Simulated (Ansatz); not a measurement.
Method: Ansatz, DFT PBE, scalar-relativistic, plane waves, PAW. All cells share a 420 eV cutoff and Γ-centred k meshes spaced at most about 0.3 Å⁻¹ (about 0.25 or finer for metals, 2π included). No spin polarisation in the final relaxations.

These are static total energies at zero pressure.

Compare these two cells of TiSi₂, each relaxed at this level.

A.

```cif
data_structure
_symmetry_space_group_name_H-M 'P4/mmm'
_symmetry_Int_Tables_number 123
_cell_length_a 3.3963
_cell_length_b 3.3963
_cell_length_c 4.8490
_cell_angle_alpha 90.000
_cell_angle_beta 90.000
_cell_angle_gamma 90.000
_cell_volume 55.93
loop_
_atom_site_label
_atom_site_type_symbol
_atom_site_symmetry_multiplicity
_atom_site_Wyckoff_symbol
_atom_site_fract_x
_atom_site_fract_y
_atom_site_fract_z
_atom_site_occupancy
Ti1 Ti 1 b 0.00000 0.00000 0.50000 1
Si1 Si 1 c 0.50000 0.50000 0.00000 1
Si2 Si 1 a 0.00000 0.00000 0.00000 1
```

B.

```cif
data_structure
_symmetry_space_group_name_H-M 'Fddd:1'
_symmetry_Int_Tables_number 70
_cell_length_a 4.8077
_cell_length_b 8.2705
_cell_length_c 8.5589
_cell_angle_alpha 90.000
_cell_angle_beta 90.000
_cell_angle_gamma 90.000
_cell_volume 340.32
loop_
_atom_site_label
_atom_site_type_symbol
_atom_site_symmetry_multiplicity
_atom_site_Wyckoff_symbol
_atom_site_fract_x
_atom_site_fract_y
_atom_site_fract_z
_atom_site_occupancy
Ti1 Ti 8 b 0.75000 0.25000 0.25000 1
Si1 Si 16 f 0.75000 0.58684 0.25000 1
```

Problem. Which is lower in energy, and by how much?

Solution. B is lower, by 1.13 eV/atom. A has space group P4/mmm (No. 123), 18.6 Å³/atom and no gap on its mesh; B has space group Fddd (No. 70), 14.2 Å³/atom and no gap. Counting Si atoms around Ti (those within 1.25 times the shortest such distance or 1.15 times the sum of covalent radii, 1.27 where that leaves under three; a plus sign parts nearer from farther groups), A has Ti 2+8 and B has Ti 10. A holds Si–Si nets (shortest 2.40 Å); B holds Si–Si chains (shortest 2.53 Å). The denser one is the lower, and pressure would at first widen the difference. In A, around Ti lie 2 Si at 2.42 Å, 4 Ti at 3.40 Å and 8 Si at 3.41 Å; Si on its first site is surrounded by 4 Si at 2.40 Å; around Si on its second site lie 4 Si at 2.40 Å and 2 Ti at 2.42 Å. In B, Ti has 4 Si at 2.56 Å, 6 Si at 2.76–2.79 Å and 4 Ti at 3.21 Å; Si has 2 Si at 2.53 Å, 2 Ti at 2.56 Å, 3 Si at 2.70–2.80 Å, 3 Ti at 2.76–2.79 Å and 4 Si at 3.21 Å. Origin: A was invented; B is a cell as deposited in COD, relaxed. A third cell relaxed alike, in Cmcm (a Materials Project cell), lies 7 meV/atom below the lower of the two.

Cells relaxed within their symmetry can be saddle points.

The invented cell A loses because it gives titanium too few good silicon neighbours. Its two Ti–Si contacts at 2.42 Å are shorter than any in B, but the next eight silicon atoms, at 3.41 Å, are too far away to bond strongly. In B, ten silicon atoms lie within 2.79 Å, so the Ti d states can mix with Si p states in many directions. This probably outweighs the shorter Si–Si bonds of A's flat square nets; the Si–Si contacts in B are stretched and belong to a delocalised metallic framework rather than to separate covalent chains.

B is the C54 structure, the known equilibrium form of bulk TiSi₂, whereas the Cmcm cell is presumably C49, the metastable form that commonly appears first in thin films. Their order here is therefore the reverse of the experimental one. With only 7 meV/atom between them, the missing vibrational free energy or a small error of the functional could account for this. The large penalty for A is not in doubt on that scale.
